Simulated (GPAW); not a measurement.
Here is a GPAW 26.7.0 calculation.

The input run.py:

```python
from ase.dft.bandgap import bandgap
from ase.io import read, write
from ase.units import GPa
from gpaw import GPAW, PW, setup_paths

setup_paths.insert(0, '.')

atoms = read('MgS.cif')

calc = GPAW(mode=PW(800),
            xc='LDA',
            kpts={'size': (7, 7, 7), 'gamma': True},
            occupations={'name': 'fermi-dirac', 'width': 0.05},
            setups={'Mg': 'jth', 'S': 'jth'},
            nbands=-8,
            convergence={'density': 1e-05, 'energy': 1e-05},
            maxiter=150,
            txt='gpaw.txt')
atoms.calc = calc
energy = atoms.get_potential_energy()
forces = atoms.get_forces()
stress = atoms.get_stress()
calc.write('gs.gpw')
write('result.traj', atoms)
print(f'Energy: {energy:.6f} eV')
print('Forces (eV/A):')
print(forces.round(4))
print('Stress (GPa):', (stress / GPa).round(3))
print('Fermi level:', round(calc.get_fermi_level(), 4), 'eV')
print(f'Gap: {bandgap(calc)[0]:.4f} eV, direct: {bandgap(calc, direct=True)[0]:.4f} eV')

path = atoms.cell.bandpath('GXWKGLUWLK,UX', npoints=60, eps=1e-4)
bs_calc = calc.fixed_density(kpts=path, symmetry='off', nbands=-17,
                             convergence={'bands': 'CBM+6.0', 'eigenstates': 1e-6}, txt='bands.txt')
bs = bs_calc.band_structure()
bs.write('bs.json')
print(f'Gap on the path: {bandgap(bs_calc)[0]:.4f} eV')
```

MgS.cif

```cif
data_MgS
_cell_length_a 3.67928871
_cell_length_b 3.67928871
_cell_length_c 3.67928871
_cell_angle_alpha 60.00000000
_cell_angle_beta 60.00000000
_cell_angle_gamma 60.00000000
_space_group_name_H-M_alt 'P1'
_space_group_name_Hall 'P 1'
_space_group_IT_number 1
loop_
_space_group_symop_operation_xyz
'x,y,z'
loop_
_atom_site_label
_atom_site_type_symbol
_atom_site_symmetry_multiplicity
_atom_site_Wyckoff_symbol
_atom_site_fract_x
_atom_site_fract_y
_atom_site_fract_z
_atom_site_occupancy
S1 S 1 a 0.5000000000 0.5000000000 0.5000000000 1
Mg1 Mg 1 a 0.0000000000 0.0000000000 0.0000000000 1
```

Potentials or basis: JTH PAW 2.0, LDA, pw.

The run is started by

```console
$ OMP_NUM_THREADS=1 python run.py
```

Question: Predict the band gap along the path.

Answer: 2.57 eV, indirect (least direct gap 3.48 eV).

Question: Predict the pressure.

Answer: -3.2 GPa.

Levels at the corners of the path, in eV from the valence-band top:
```csv
point,band 6,band 7,band 8,band 9,band 10,band 11
Γ,0.00,0.00,0.00,3.48,7.81,7.81
X,-4.24,-1.70,-1.70,2.57,4.25,11.80
W,-3.27,-3.27,-2.41,5.09,7.82,7.82
K,-3.73,-3.24,-1.38,3.72,6.57,9.51
Γ,0.00,0.00,0.00,3.48,7.81,7.81
L,-4.90,-0.59,-0.59,4.37,6.73,6.73
U,-3.73,-3.24,-1.38,3.72,6.57,9.51
W,-3.27,-3.27,-2.41,5.09,7.82,7.82
L,-4.90,-0.59,-0.59,4.37,6.73,6.73
K,-3.73,-3.24,-1.38,3.72,6.57,9.51
U,-3.73,-3.24,-1.38,3.72,6.57,9.51
X,-4.24,-1.70,-1.70,2.57,4.25,11.80
```

Caveat: the program truncates these outside data sets; the mesh misses the band edges, which the band path finds closer together. LDA gaps usually lie below the measured ones, often by a third to a half.
